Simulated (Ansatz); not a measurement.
# Cr (P6_3/mmc) in Ansatz: further runs, part 2 of 2

Ansatz 0.2.0. Earlier steps stand in the parts before.

## 3. Relaxation of cell and atoms, RPBE, collinear spin, ferromagnetic start

The input, input.yaml:

```yaml
crystal:
  lattice:
    - [2.714, 0.0, 0.0]
    - [-1.357, 2.3503929459, 0.0]
    - [0.0, 0.0, 4.41]
  atoms:
    - { symbol: Cr, position: [0.6666666667, 0.3333333333, 0.75], spin: 3.0 }
    - { symbol: Cr, position: [0.3333333333, 0.6666666667, 0.25], spin: 3.0 }
hamiltonian:
  xc: rpbe
  pseudopotentials: { kind: paw }
magnetization:
  spin_polarized: true
kpoints:
  mp_grid: { grid: [8, 8, 5] }
scf:
  occupations: { method: fermi_dirac, width: 0.05 }
output:
  forces: true
  stress: true
  eigenvalues: true
relax:
  f_tol: 0.01
  max_steps: 40
  cell: { stress_tol: 0.05 }
```

Potentials or basis: Ansatz PAW.

Started as:

```
$ ansatz run input.yaml --threads 2 --pin off --max-ram 5632MiB --backend cpu --events-out ev --progress --plain --runs-dir out
```

Standard output:

```text
Warning: RAYON_NUM_THREADS=2 ignored (pool sized by the plan → 2); use --threads N
Engine: ansatz 0.2.0, aarch64-unknown-linux-gnu
Pseudopotentials: kind: paw
Pseudopotential: Cr, paw, valence charge 14, recommended cutoff 420 eV (normal), Cr.paw.azcp
Functional definition: RPBE
  parameter kappa = 0.804
  parameter beta = 0.06672455060314922
  exchange = rpbe_x(kappa = kappa, mu = beta*pi^2/3)
  correlation = pbe_c(beta = beta)
Crystal: 2 atoms, lattice volume = 28.131 Å³
Basis set: ecut = 420 eV, 549 PW (Γ), exchange–correlation on 40×40×60 points (8 copies of the dense FFT grid, shifted against one another)
Bands: 21, of which v1, the nominal top of the filled ones, is band 14 counted from 1 (13 counted from 0)
Symmetry: 24 space group operations
[... 216 lines left out ...]
  P = ⅓ Tr σ = -0.0008 GPa (-0.008 kbar)
--- Band table (eV; the first three rows and the last of 60) ---
  k-point 0 ↑: bands = ["-53.4288", "-53.3225", "-25.0036", "-24.3896", "-24.1934", "-24.1934", "-24.1353", "-24.1353", "10.7124", "14.2472", "17.0557", "17.8829", "17.9565", "17.9565", "18.2726", "18.2726", "19.3521", "19.3521", "20.4189", "20.4189", "26.0756"]
  k-point 1 ↑: bands = ["-53.4187", "-53.3327", "-24.9464", "-24.4497", "-24.1879", "-24.1879", "-24.1409", "-24.1409", "11.0558", "14.0524", "16.9510", "17.2986", "17.9325", "17.9325", "18.1988", "18.1988", "19.5145", "19.5145", "20.3692", "20.3692", "27.3500"]
  k-point 2 ↑: bands = ["-53.3923", "-53.3594", "-24.7952", "-24.6055", "-24.1734", "-24.1734", "-24.1554", "-24.1554", "12.0023", "13.2273", "16.6994", "16.7307", "17.9408", "17.9408", "18.0474", "18.0474", "19.8637", "19.8637", "20.1867", "20.1867", "30.1818"]
  k-point 29 ↓: bands = ["-53.2117", "-53.2073", "-24.8747", "-24.8545", "-24.6595", "-24.6221", "-24.4757", "-24.4556", "15.4074", "15.7178", "16.3083", "16.6293", "16.9496", "17.3943", "18.6704", "18.9967", "20.3067", "20.5101", "25.0932", "25.4583", "28.2210"]
--- Relaxed structure (8 steps of the walk, 8 accepted, 2 SCFs on fresh bases) ---
  F+E_penalty+E_count = -6763.66647405 eV   max|allowed force component| = 9.830e-18 eV/Å   (the final SCF, on the basis selected at the relaxed cell)
  cell:  # Å, volume = 24.3260 Å³
    - [2.5005978848636916, 0.0, 0.0]
    - [-1.2502989424318458, 2.165581292941592, 0.0]
    - [0.0, 0.0, 4.492122875205539]
  atoms:
    - { symbol: Cr, position: [0.6666666666666666, 0.3333333333333333, 0.7499999999999999] }
    - { symbol: Cr, position: [0.3333333333333333, 0.6666666666666666, 0.25] }
```

It took 15 s on 2 threads of Arm Neoverse V1, shared host; peak memory 0.3 GiB.

Results:

```yaml
Free_energy: -6763.6665 eV
Relaxed_volume: 12.16 Å³/atom
Relaxed_cell: a = 2.501 Å, b = 2.501 Å, c = 4.492 Å, α = 90.00°, β = 90.00°, γ = 120.00°
Space_group_after_relaxing_to_0.05_Å: P6_3/mmc (No. 194)
Energy_gained_by_relaxing: 190.7 meV/atom
Ionic_steps: 10
Pressure_after_relaxing: 0.0 GPa
Band_gap_on_the_k_mesh: none (metal or under the smearing width)
Net_moment: 0.00 μB per cell
Absolute_moment: 0.00 μB per cell
```

The path:
```csv
step,energy change (eV),largest force (eV/Å),volume (Å³)
1,0.0000,0.0000,28.13
2,-0.3031,0.0000,24.52
3,-0.3532,0.0000,23.68
4,-0.3595,0.0000,23.76
5,-0.3835,0.0000,24.36
6,-0.3839,0.0000,24.31
7,-0.3839,0.0000,24.32
8,-0.3813,0.0000,24.32
9,-0.3813,0.0000,24.33
10,-0.3813,0.0000,24.33
```

Final structure:
```cif
data_structure
_symmetry_space_group_name_H-M 'P 1'
_symmetry_Int_Tables_number 1
_cell_length_a 2.5006
_cell_length_b 2.5006
_cell_length_c 4.4921
_cell_angle_alpha 90.000
_cell_angle_beta 90.000
_cell_angle_gamma 120.000
_cell_volume 24.33
loop_
_atom_site_label
_atom_site_type_symbol
_atom_site_fract_x
_atom_site_fract_y
_atom_site_fract_z
_atom_site_occupancy
Cr1 Cr 0.66667 0.33333 0.75000 1
Cr2 Cr 0.33333 0.66667 0.25000 1
```

Levels at points of the mesh, in eV from the Fermi level:
Spin up:
```
            k point  band 12  band 13  band 14  band 15  band 16  band 17
 (0.00, 0.00, 0.00)    -0.44    -0.37    -0.37    -0.05    -0.05     1.03
(0.00, -0.50, 0.00)    -0.98    -0.68    -0.36    -0.15     2.19     2.74
```
Spin down:
```csv
k point,band 12,band 13,band 14,band 15,band 16,band 17
"(0.00, 0.00, 0.00)",-0.44,-0.37,-0.37,-0.05,-0.05,1.03
"(0.00, -0.50, 0.00)",-0.98,-0.68,-0.36,-0.15,2.19,2.74
```

Caveat: the starting moments collapsed, and a magnetic state may lie lower; the plane-wave basis is chosen anew once the cell has moved, so the energies of steps on either side of that aren't comparable; the PAW data sets come from PBE, with cores solved anew for the run's functional, which leaves a small shift of forces and pressure; the starting moments weren't kept.

## 4. Relaxation of cell and atoms, revPBE, collinear spin, ferromagnetic start

input.yaml, as its differences from that of step 3:

```diff
@@ -9,3 +9,3 @@
 hamiltonian:
-  xc: rpbe
+  xc: revpbe
   pseudopotentials: { kind: paw }
@@ -21,2 +21,6 @@
   eigenvalues: true
+  write_density: true
+  write_potential: true
+  elf: true
+  volumetric_format: npy
 relax:
```

Started as:

```
$ ansatz run input.yaml --threads 2 --pin off --max-ram 5632MiB --backend cpu --events-out ev --progress --plain --runs-dir out
```

Wall time 15 s (2 threads of Arm Neoverse V1, shared host); peak memory 0.3 GiB.

The run converged. Its results:

- Free energy: -6761.0854 eV
- Relaxed volume: 12.09 Å³/atom
- Relaxed cell: a = 2.496 Å, b = 2.496 Å, c = 4.482 Å, α = 90.00°, β = 90.00°, γ = 120.00°
- Space group after relaxing (to 0.05 Å): P6_3/mmc (No. 194)
- Energy gained by relaxing: 206.9 meV/atom
- Ionic steps: 9
- Pressure after relaxing: 0.0 GPa
- Band gap on the k mesh: none (metal or under the smearing width)
- Net moment: 0.00 μB per cell
- Absolute moment: 0.00 μB per cell

Step by step:
```csv
step,energy change (eV),largest force (eV/Å),volume (Å³)
1,0.0000,0.0000,28.13
2,-0.3323,0.0000,24.51
3,-0.3847,0.0000,23.46
4,-0.4056,0.0000,23.66
5,-0.4160,0.0000,24.10
6,-0.4162,0.0000,24.17
7,-0.4138,0.0000,24.17
8,-0.4138,0.0000,24.18
9,-0.4138,0.0000,24.18
```

Final structure:
```cif
data_structure
_symmetry_space_group_name_H-M 'P 1'
_symmetry_Int_Tables_number 1
_cell_length_a 2.4957
_cell_length_b 2.4957
_cell_length_c 4.4823
_cell_angle_alpha 90.000
_cell_angle_beta 90.000
_cell_angle_gamma 120.000
_cell_volume 24.18
loop_
_atom_site_label
_atom_site_type_symbol
_atom_site_fract_x
_atom_site_fract_y
_atom_site_fract_z
_atom_site_occupancy
Cr1 Cr 0.66667 0.33333 0.75000 1
Cr2 Cr 0.33333 0.66667 0.25000 1
```

Levels at points of the mesh, in eV from the Fermi level:
Spin up:
```tsv
k point	band 10	band 11	band 12	band 13	band 14	band 15	band 16	band 17	band 18	band 19
(0.00, 0.00, 0.00)	-4.10	-1.28	-0.43	-0.37	-0.37	-0.05	-0.05	1.03	1.03	2.11
(0.00, -0.50, 0.00)	-3.48	-3.39	-0.99	-0.67	-0.36	-0.16	2.21	2.76	2.88	3.95
```
Spin down:
```
            k point  band 10  band 11  band 12  band 13  band 14  band 15  band 16  band 17  band 18  band 19
 (0.00, 0.00, 0.00)    -4.10    -1.28    -0.43    -0.37    -0.37    -0.05    -0.05     1.03     1.03     2.11
(0.00, -0.50, 0.00)    -3.48    -3.39    -0.99    -0.67    -0.36    -0.16     2.21     2.76     2.88     3.95
```

Caveat: the starting moments collapsed, and a magnetic state may lie lower; the plane-wave basis is chosen anew once the cell has moved, so the energies of steps on either side of that aren't comparable; the PAW data sets come from PBE, with cores solved anew for the run's functional, which leaves a small shift of forces and pressure; the starting moments weren't kept.
